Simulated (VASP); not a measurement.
# AlN (P6_3mc) in VASP: further runs

Runs on AlN. Level: PBE. Tasks: G0W0 quasiparticle levels.

All numbers are computed with VASP 6.6.1; they aren't measurements. Logs are shortened: lines on timing, memory, paths and dates and some standing lists are left out, and cuts for length are marked.

**1. The crystal as given**

Symmetry: P6_3mc, No. 186, hexagonal system. The conventional cell has a = 3.113 Å, b = 3.113 Å, c = 4.981 Å, α = 90.00°, β = 90.00°, γ = 120.00°. Al (site symmetry 3m) is surrounded by 4 N at 1.89 Å. N (site symmetry 3m) has 4 Al at 1.89 Å as nearest neighbours.

**2. G0W0 quasiparticle levels, PBE**

The input, POSCAR:

```
AlN
1.0
    3.1130000000      0.0000000000      0.0000000000
   -1.5565000000      2.6959370820      0.0000000000
    0.0000000000      0.0000000000      4.9810000000
Al N
2 2
Direct
    0.6666666667      0.3333333333      0.5000000000
    0.3333333333      0.6666666667      0.0000000000
    0.6666666667      0.3333333333      0.8800000000
    0.3333333333      0.6666666667      0.3800000000
```

The input, INCAR.step1:

```
SYSTEM = AlN
  PREC = Accurate
  ENCUT = 450
  EDIFF = 1E-8
  ISMEAR = 0
  SIGMA = 0.01
  LREAL = .FALSE.
  LASPH = .TRUE.
  NELM = 80
  ALGO = Normal
  LWAVE = .TRUE.
  LCHARG = .FALSE.
  GGA = PE
```

The input, INCAR.step2:

```
SYSTEM = AlN
  PREC = Accurate
  ENCUT = 450
  EDIFF = 1E-8
  ISMEAR = 0
  SIGMA = 0.01
  LREAL = .FALSE.
  LASPH = .TRUE.
  NELM = 1
  ALGO = Exact
  LWAVE = .TRUE.
  LCHARG = .FALSE.
  GGA = PE
  NBANDS = 20
  LOPTICS = .TRUE.
  ISTART = 1
```

The input, INCAR.step3:

```
SYSTEM = AlN
  PREC = Accurate
  ENCUT = 450
  EDIFF = 1E-8
  ISMEAR = 0
  SIGMA = 0.01
  LREAL = .FALSE.
  LASPH = .TRUE.
  ALGO = EVGW0
  LWAVE = .FALSE.
  LCHARG = .FALSE.
  GGA = PE
  NELMGW = 1
  NBANDS = 20
  ENCUTGW = 150
  NOMEGA = 48
  PRECFOCK = Fast
  ISTART = 1
  NBANDSGW = 16
```

The input, KPOINTS:

```
regular mesh
0
G
  4 4 3
  0 0 0
```

Potentials or basis: VASP PAW PBE potentials, release 64 (Al_GW, N_GW).

Launch:

```sh
$ cat potpaw_PBE.64/Al_GW/POTCAR potpaw_PBE.64/N_GW/POTCAR > POTCAR
$ cp INCAR.step1 INCAR
$ mpirun -np 1 vasp_std > vasp.out
$ cp INCAR.step2 INCAR
$ mpirun -np 1 vasp_std > vasp.out
$ cp INCAR.step3 INCAR
$ mpirun -np 1 vasp_std > vasp.out
```

OUTCAR:

```text
SYSTEM = AlN
   PREC = Accurate
   ENCUT = 450
   EDIFF = 1E-8
   ISMEAR = 0
   LREAL = .FALSE.
   LASPH = .TRUE.
   GGA = PE
   NELMGW = 1
   ENCUTGW = 150
   PRECFOCK = Fast
   ISTART = 1

 Found      8 irreducible k-points:

 Following reciprocal coordinates:
            Coordinates               Weight
  0.000000  0.000000  0.000000      1.000000
  0.250000 -0.000000  0.000000      6.000000
  0.500000 -0.000000  0.000000      3.000000
  0.250000  0.250000  0.000000      6.000000
  0.000000  0.000000  0.333333      2.000000
  0.250000 -0.000000  0.333333     12.000000
   k-points           NKPTS =      8   k-points in BZ     NKDIM =     48   number of bands    NBANDS=     20
   number of dos      NEDOS =    301   number of ions     NIONS =      4
   total plane-waves  NPLWV =  20736
   dimension x,y,z NGX =    24 NGY =   24 NGZ =   36
   dimension x,y,z NGXF=    48 NGYF=   48 NGZF=   72
   ions per type =               2   2
   NGX,Y,Z   is equivalent  to a cutoff of  12.82, 12.82, 12.02 a.u.
   NGXF,Y,Z  is equivalent  to a cutoff of  25.63, 25.63, 24.03 a.u.
 SYSTEM =  AlN
   PREC   = accura    normal or accurate (medium, high low for compatibility)
   ISTART =      1    job   : 0-new  1-cont  2-samecut
   ICHARG =      0    charge: 1-file 2-atom 10-const
   ISPIN  =      1    spin polarized calculation?
   LNONCOLLINEAR =      F non collinear calculations
   LSORBIT =      F    spin-orbit coupling
   LASPH  =      T    aspherical Exc in radial PAW
   ENCUT  =  450.0 eV  33.07 Ry    5.75 a.u.   5.38  5.38  8.62*2*pi/ulx,y,z
   NELM   =     60;   NELMIN=  2; NELMDL=  0     # of ELM steps
   EDIFF  = 0.1E-07   stopping-criterion for ELM
   LREAL  =      F    real-space projection
   EDIFFG = 0.1E-06   stopping-criterion for IOM
   NSW    =      0    number of steps for IOM
   IBRION =     -1    ionic relax: 0-MD 1-quasi-New 2-CG
   NFREE  =      0    steps in history (QN), initial steepest desc. (CG)
   ISIF   =      0    stress and relaxation
   ISYM   =      3    0-nonsym 1-usesym 2-fastsym
   POTIM  = 0.5000    time-step for ionic-motion
   TEBEG  =    0.0;   TEEND  =   0.0 temperature during run
   PSTRESS=    0.0 pullay stress
   NELECT =      16.0000    total number of electrons
   NUPDOWN=      -1.0000    fix difference up-down
   EMIN   =  10.00;   EMAX   =-10.00  energy-range for DOS
   EFERMI =   0.00;   METHOD = LEGACY
   ISMEAR =     0;   SIGMA  =   0.01  broadening in eV -4-tet -1-fermi 0-gaus
   EFERMI_NEDOS =   21; number of points for ismear=-14 and -15
   IALGO  =     38    algorithm
   IMIX   =      4    mixing-type and parameters
     AMIX     =   0.40;   BMIX     =  1.00
     AMIX_MAG =   1.60;   BMIX_MAG =  1.00
  volume/ion in A,a.u.               =      10.45        70.52
  Fermi-wavevector in a.u.,A,eV,Ry     =   1.188629  2.246183 19.222843  1.412839
  Thomas-Fermi vector in A             =   2.324754
   LORBIT       =      0    0 simple, 1 ext, 2 COOP (PROOUT), +10 PAW based schemes
   GGA     = PE    functional components
   LHFCALC =     T    Hartree Fock is set to
   PRECFOCK=fast      Normal, Fast or Accurate (Low or Medium for compatibility)
   ENCUT4O =  -1.0   cutoff for four orbital integrals eV
   NKREDX  =     1    reduce k-point grid by
   NKREDY  =     1    reduce k-point grid by
   NKREDZ  =     1    reduce k-point grid by
   AEXX    =    1.0000 exact exchange contribution
   HFSCREEN=    0.0000 screening length (either q_TF or 0.3 A-1)
   HFSCREENC=   0.0000 screening length for correlation (either q_TF or 0.3 A-1)
   ENCUTFOCK=  -1.0 apply spherical cutoff to Coloumb kernel
   IVDW    =     0    specifies the selected vdW correction
   LEPSILON=     F    determine dielectric tensor
   LRPA    =     F    only Hartree local field effects (RPA)
   LRPAFORCE           =     F    calculate RPA forces
   ENCUTGW             = 150.0    cutoff for response function in eV
   ENCUTGWSOFT         = 120.0    soft cutoff for Coulomb kernel in GW response function in eV
   ENCUTLF             =  -1.0    cutoff for local field effects
   NELMGW              =     1    number of iterations in solving QP/BSE equation
   NELMHF              =     1    number of iterations in the inner HF iteration
   NKREDLFX            =     1    NKREDLFY  =   1   NKREDLFZ  =   1
 non-spin polarized calculation
 Gauss-broadening in eV      SIGMA  =   0.01
  energy-cutoff  :      450.00
  volume of cell :       41.80
 maximum number of plane-waves:       929
 NGX is ok and might be reduce to    24
  NGX = 12; NGY = 12; NGZ = 20
   NGX = 11   NGY = 11   NGZ = 17
 maximum number of plane-waves:       179

 QP shifts <psi_nk| G(iteration)W_0 |psi_nk>: iteration 1
 for sc-GW calculations column KS-energies equals QP-energies in previous step
 and V_xc(KS)=  KS-energies - (<T + V_ion + V_H > + <T+V_H+V_ion>^1  + <V_x>^1)

 k-point   1 :       0.0000    0.0000    0.0000
  band No.  KS-energies  QP-energies   sigma(KS)   V_xc(KS)     V^pw_x(r,r')   Z            occupation Imag(sigma)

      1     -10.0517     -11.1897     -16.3713     -14.7935     -24.7724       0.7213       2.0000       1.8586
      2      -7.9009      -8.8302     -17.6353     -16.3505     -25.8675       0.7233       2.0000       1.4629
      3      -0.8685      -1.5381     -13.5675     -12.6477     -18.5133       0.7279       2.0000       0.2501
      4       4.2844       4.2631     -16.3285     -16.3010     -20.6613       0.7761       2.0000       0.1137
      5       4.2844       4.2631     -16.3285     -16.3010     -20.6613       0.7761       2.0000       0.1137
      6       4.9402       5.0511     -16.6267     -16.7686     -20.8670       0.7807       2.0000       0.1070
[... 8 lines left out ...]
     15      18.2584      20.6599      -7.5332     -10.4987      -4.0010       0.8098       0.0000      -0.1599
     16      18.2584      20.6599      -7.5332     -10.4987      -4.0010       0.8098       0.0000      -0.1599

 k-point   2 :       0.2500   -0.0000    0.0000
  band No.  KS-energies  QP-energies   sigma(KS)   V_xc(KS)     V^pw_x(r,r')   Z            occupation Imag(sigma)

      1      -9.3043     -10.3554     -16.6601     -15.2088     -25.0037       0.7243       2.0000       1.7147
      2      -7.5334      -8.4212     -17.8770     -16.6509     -26.0867       0.7241       2.0000       1.3958
      3       0.0452      -0.5555     -13.8524     -13.0407     -18.5734       0.7401       2.0000       0.2029
      4       1.6879       1.2400     -14.6990     -14.1112     -19.1139       0.7619       2.0000       0.1512
      5       2.6847       2.4128     -15.3889     -15.0358     -19.6830       0.7697       2.0000       0.1318
      6       3.5764       3.4036     -15.8529     -15.6297     -20.2106       0.7742       2.0000       0.1214
[... 8 lines left out ...]
     15      17.2389      19.6538      -8.8502     -11.8950      -5.2159       0.7931       0.0000      -0.1601
     16      18.4032      20.6726      -7.8906     -10.7356      -4.1480       0.7977       0.0000      -0.2110

 k-point   3 :       0.5000   -0.0000    0.0000
  band No.  KS-energies  QP-energies   sigma(KS)   V_xc(KS)     V^pw_x(r,r')   Z            occupation Imag(sigma)

      1      -8.0883      -9.0296     -17.4928     -16.1987     -25.7436       0.7275       2.0000       1.5028
      2      -7.3924      -8.2630     -17.9171     -16.7086     -26.0999       0.7204       2.0000       1.3600
      3      -0.3106      -0.9781     -13.8976     -12.9939     -18.6816       0.7386       2.0000       0.2131
      4       0.9790       0.4542     -14.6387     -13.9404     -19.2462       0.7514       2.0000       0.1706
      5       1.7794       1.3724     -14.7521     -14.2168     -19.2476       0.7603       2.0000       0.1541
      6       3.0536       2.7819     -15.6073     -15.2545     -20.0245       0.7703       2.0000       0.1282
[... 8 lines left out ...]
     15      17.9676      20.3178      -9.3487     -12.3482      -5.6068       0.7835       0.0000      -0.1907
     16      20.2799      22.5409      -7.2129     -10.1070      -3.0588       0.7813       0.0000      -0.3072

 k-point   4 :       0.2500    0.2500    0.0000
  band No.  KS-energies  QP-energies   sigma(KS)   V_xc(KS)     V^pw_x(r,r')   Z            occupation Imag(sigma)

      1      -8.1838      -9.1234     -17.3442     -16.0417     -25.5922       0.7214       2.0000       1.5031
      2      -7.3110      -8.1711     -18.0524     -16.8667     -26.2559       0.7254       2.0000       1.3579
      3       0.5322      -0.0746     -14.1569     -13.3496     -18.7304       0.7517       2.0000       0.1787
      4       1.0568       0.5392     -14.4899     -13.8037     -19.0480       0.7543       2.0000       0.1680
      5       1.5915       1.1538     -14.4955     -13.9194     -18.9507       0.7597       2.0000       0.1574
      6       2.2865       1.9347     -15.0565     -14.5978     -19.4158       0.7670       2.0000       0.1390
[... 8 lines left out ...]
     15      17.3157      19.7613      -9.2052     -12.2912      -5.5498       0.7925       0.0000      -0.1666
     16      19.7666      22.1009      -8.5246     -11.5002      -4.3477       0.7845       0.0000      -0.3065

 k-point   5 :       0.0000    0.0000    0.3333
  band No.  KS-energies  QP-energies   sigma(KS)   V_xc(KS)     V^pw_x(r,r')   Z            occupation Imag(sigma)

      1      -9.6366     -10.7308     -16.5125     -15.0033     -24.8779       0.7250       2.0000       1.7751
      2      -8.6034      -9.5881     -17.0463     -15.6804     -25.3203       0.7209       2.0000       1.5782
      3       0.4767      -0.0632     -14.3522     -13.6285     -19.0538       0.7459       2.0000       0.1895
      4       3.2314       3.0819     -15.4652     -15.2718     -19.6411       0.7726       2.0000       0.1235
      5       4.4415       4.4502     -16.3990     -16.4101     -20.7103       0.7791       2.0000       0.1120
      6       4.4415       4.4502     -16.3990     -16.4101     -20.7103       0.7791       2.0000       0.1120
[... 8 lines left out ...]
     15      17.1524      19.3917      -7.3194     -10.0608      -3.9099       0.8169       0.0000      -0.1345
     16      17.1524      19.3917      -7.3194     -10.0608      -3.9099       0.8169       0.0000      -0.1345

 k-point   6 :       0.2500   -0.0000    0.3333
  band No.  KS-energies  QP-energies   sigma(KS)   V_xc(KS)     V^pw_x(r,r')   Z            occupation Imag(sigma)

      1      -8.9399      -9.9524     -16.8360     -15.4331     -25.1425       0.7217       2.0000       1.6408
      2      -8.0738      -9.0102     -17.3942     -16.0983     -25.6254       0.7226       2.0000       1.4795
      3       0.5772       0.0476     -14.4293     -13.7204     -19.1077       0.7472       2.0000       0.1841
      4       1.6876       1.2854     -14.9671     -14.4378     -19.4158       0.7600       2.0000       0.1528
      5       2.7397       2.4397     -15.1287     -14.7395     -19.4404       0.7706       2.0000       0.1325
      6       3.8308       3.7079     -15.9771     -15.8186     -20.3041       0.7753       2.0000       0.1181
[... 8 lines left out ...]
     15      17.4708      19.7282      -7.6523     -10.4448      -4.1306       0.8084       0.0000      -0.1590
     16      18.3466      20.6589      -8.0612     -10.9654      -4.3008       0.7962       0.0000      -0.2099

 [... further k-points ...]
```

It took 22 s on 1 thread of Intel Xeon 6975P-C (Granite Rapids), shared host; peak memory 0.31 GiB.

These settings aren't checked as converged: the numbers below hold their error.

What came out:

| Property | Result |
| --- | --- |
| Band gap on the k mesh, mean-field level | 4.21 eV, direct |
| Quasiparticle gap | 5.65 eV |
| Least direct quasiparticle gap | 5.65 eV |

Caveat: the k mesh is coarse (spacing up to 0.58 Å⁻¹), so the values aren't converged; the cutoff is under 1.25 times the usual one of these potentials, so pressure, stress and relaxed cells hold a basis-set (Pulay) error; bands, screening cutoff and mesh are small and nothing is extrapolated, so the quasiparticle values aren't converged.

**3. G0W0 quasiparticle levels, PBE**

POSCAR is that of step 2.

INCAR.step1 is that of step 2.

INCAR.step2 is that of step 2.

INCAR.step3, as its differences from that of step 2:

```diff
@@ -14,3 +14,3 @@
   NBANDS = 20
-  ENCUTGW = 150
+  ENCUTGW = 260
   NOMEGA = 48
```

KPOINTS is that of step 2.

Potentials or basis: VASP PAW PBE potentials, release 64 (Al_GW, N_GW).

Launch:

```sh
$ cat potpaw_PBE.64/Al_GW/POTCAR potpaw_PBE.64/N_GW/POTCAR > POTCAR
$ cp INCAR.step1 INCAR
$ mpirun -np 1 vasp_std > vasp.out
$ cp INCAR.step2 INCAR
$ mpirun -np 1 vasp_std > vasp.out
$ cp INCAR.step3 INCAR
$ mpirun -np 1 vasp_std > vasp.out
```

OUTCAR:

```text
SYSTEM = AlN
   PREC = Accurate
   ENCUT = 450
   EDIFF = 1E-8
   ISMEAR = 0
   LREAL = .FALSE.
   LASPH = .TRUE.
   GGA = PE
   NELMGW = 1
   ENCUTGW = 260
   PRECFOCK = Fast
   ISTART = 1

 Found      8 irreducible k-points:

 Following reciprocal coordinates:
            Coordinates               Weight
  0.000000  0.000000  0.000000      1.000000
  0.250000 -0.000000  0.000000      6.000000
  0.500000 -0.000000  0.000000      3.000000
  0.250000  0.250000  0.000000      6.000000
  0.000000  0.000000  0.333333      2.000000
  0.250000 -0.000000  0.333333     12.000000
   k-points           NKPTS =      8   k-points in BZ     NKDIM =     48   number of bands    NBANDS=     20
   number of dos      NEDOS =    301   number of ions     NIONS =      4
   total plane-waves  NPLWV =  20736
[... 60 lines left out ...]
   NKREDLFX            =     1    NKREDLFY  =   1   NKREDLFZ  =   1
 non-spin polarized calculation
 Gauss-broadening in eV      SIGMA  =   0.01
  energy-cutoff  :      450.00
  volume of cell :       41.80
 maximum number of plane-waves:       929
 NGX is ok and might be reduce to    24
  NGX = 12; NGY = 12; NGZ = 20
   NGX = 11   NGY = 11   NGZ = 17
 maximum number of plane-waves:       416

 QP shifts <psi_nk| G(iteration)W_0 |psi_nk>: iteration 1
 for sc-GW calculations column KS-energies equals QP-energies in previous step
 and V_xc(KS)=  KS-energies - (<T + V_ion + V_H > + <T+V_H+V_ion>^1  + <V_x>^1)

 k-point   1 :       0.0000    0.0000    0.0000
  band No.  KS-energies  QP-energies   sigma(KS)   V_xc(KS)     V^pw_x(r,r')   Z            occupation Imag(sigma)

      1     -10.0517     -11.1833     -16.3624     -14.7935     -24.7724       0.7213       2.0000       1.8806
      2      -7.9009      -8.8201     -17.6166     -16.3505     -25.8675       0.7260       2.0000       1.5028
      3      -0.8685      -1.5270     -13.5540     -12.6477     -18.5133       0.7265       2.0000       0.2530
      4       4.2844       4.2751     -16.3130     -16.3010     -20.6613       0.7747       2.0000       0.1140
      5       4.2844       4.2751     -16.3130     -16.3010     -20.6613       0.7747       2.0000       0.1140
      6       4.9402       5.0619     -16.6125     -16.7686     -20.8670       0.7793       2.0000       0.1073
[... 96 lines left out ...]
      3       0.5772       0.0596     -14.4145     -13.7204     -19.1077       0.7458       2.0000       0.1857
      4       1.6876       1.2974     -14.9522     -14.4378     -19.4158       0.7587       2.0000       0.1538
      5       2.7397       2.4505     -15.1153     -14.7395     -19.4404       0.7694       2.0000       0.1331
      6       3.8308       3.7195     -15.9624     -15.8186     -20.3041       0.7740       2.0000       0.1185
[... 8 lines left out ...]
     15      17.4708      19.7319      -7.6479     -10.4448      -4.1306       0.8084       0.0000      -0.1588
     16      18.3466      20.6619      -8.0562     -10.9654      -4.3008       0.7959       0.0000      -0.2099

 [... further k-points ...]
```

OUTCAR.step1:

```text
SYSTEM = AlN
   PREC = Accurate
   ENCUT = 450
   EDIFF = 1E-8
   ISMEAR = 0
   LREAL = .FALSE.
   LASPH = .TRUE.
   NELM = 80
[... 201 lines left out ...]
     -0.00000      1.79729      0.00000        -0.000000      0.000000     -0.144408
      1.55650      0.89865      4.38328         0.000000      0.000000      0.144408
     -0.00000      1.79729      1.89278        -0.000000     -0.000000      0.144408
 -----------------------------------------------------------------------------------
    total drift:                               -0.000000      0.000000     -0.000160

  FREE ENERGIE OF THE ION-ELECTRON SYSTEM (eV)
  ---------------------------------------------------
  free  energy   TOTEN  =       -29.7778441890 eV

  energy  without entropy=      -29.7778441890  energy(sigma->0) =      -29.77784419
```

OUTCAR.step2:

```text
SYSTEM = AlN
   PREC = Accurate
   ENCUT = 450
   EDIFF = 1E-8
[... 586 lines left out ...]
  --------------------------------------------------------------------------------------------------------------
     0.00000     4.87850     4.87850     4.80415     0.00000     0.00000    -0.00000
     0.43789     4.89049     4.89049     4.81652     0.00000     0.00000    -0.00000
     0.87578     4.92750     4.92750     4.85475     0.00000     0.00000    -0.00000
     1.31366     4.99155     4.99155     4.92120     0.00000     0.00000    -0.00000
     1.75155     5.08674     5.08674     5.02069     0.00000     0.00000    -0.00000
     2.18944     5.22016     5.22016     5.16189     0.00000     0.00000    -0.00000
[... 92 lines left out ...]
    42.91304     0.78556     0.78556     0.79037    -0.00000    -0.00000     0.00000
    43.35093     0.79029     0.79029     0.79500    -0.00000    -0.00000     0.00000
```

Run time: 37 s. Hardware: 1 thread of Intel Xeon 6975P-C (Granite Rapids), shared host; peak memory 0.42 GiB.

These settings aren't checked as converged: the numbers below hold their error.

What came out:

| Item | Value |
| --- | --- |
| Band gap on the k mesh, mean-field level | 4.21 eV, direct |
| Quasiparticle gap | 5.66 eV |
| Least direct quasiparticle gap | 5.66 eV |

Caveat: the k mesh is coarse (spacing up to 0.58 Å⁻¹), so the values aren't converged; the cutoff is under 1.25 times the usual one of these potentials, so pressure, stress and relaxed cells hold a basis-set (Pulay) error; bands, screening cutoff and mesh are small and nothing is extrapolated, so the quasiparticle values aren't converged.

**4. For comparison**

An earlier run on the cell as given: functional PBE; potentials or basis VASP PAW PBE potentials, release 64 (Al, N); cutoff 520 eV; k mesh 10 × 10 × 6; occupations fermi-dirac, width 0.05 eV; no spin polarisation.

- Pressure: 3.5 GPa
- Largest force: 0.129 eV/Å
- Band gap on the k mesh: 4.22 eV, direct
